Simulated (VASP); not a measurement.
Set up this calculation in VASP 6.6.1, as the native input.

- Task: single point
- Functional: PBEsol
- Potentials or basis: VASP PAW PBE potentials, release 64 (P)
- Cutoff: 520 eV
- k mesh: 9 × 9 × 9
- Occupations: gaussian, width 0.1 eV
- Spin: no spin polarisation
- Further INCAR settings: ALGO = Normal; EDIFF = 1e-06; NBANDS = 12

The structure of P lies in POSCAR:

```
P
1.0
    1.7257251780      0.9963478961      3.1296800121
   -1.7257251780      0.9963478961      3.1296800121
    0.0000000000     -1.9926957921      3.1296800121
P
2
Cartesian
    0.0000000000      0.0000000001      7.2569744776
    0.0000000000      0.0000000000      2.1320655587
```

This isn't the form of P at room conditions, which is orthorhombic.

These files were run (other wordings do the same):

INCAR

```
PREC = Accurate ; ENCUT = 520
EDIFF = 1E-6 ; ISMEAR = 0
SIGMA = 0.1 ; LREAL = False
LASPH = True ; NELM = 60
ALGO = Normal ; ISIF = 2
LWAVE = False ; LCHARG = True
GGA = PS ; LELF = True
LVHAR = True ; NBANDS = 12
```

KPOINTS

```
Automatic mesh
0
Gamma
  9 9 9
```

Potentials or basis: VASP PAW PBE potentials, release 64 (P).

Launch:

```sh
$ cat potpaw_PBE.64/P/POTCAR > POTCAR
$ mpirun -np 1 vasp_std > vasp.out
```

It gave:

```yaml
Pressure: -1.8 GPa
Largest_force: 0.237 eV/Å
Band_gap_on_the_k_mesh: none (metal or under the smearing width)
```

Caveat: the PAW data sets were made with another functional, which shifts forces and pressure a little.

Wall time 15 s on 1 thread of Intel(R) Xeon(R) Platinum 8488C (Sapphire Rapids), on a shared host, peak memory 0.16 GiB.
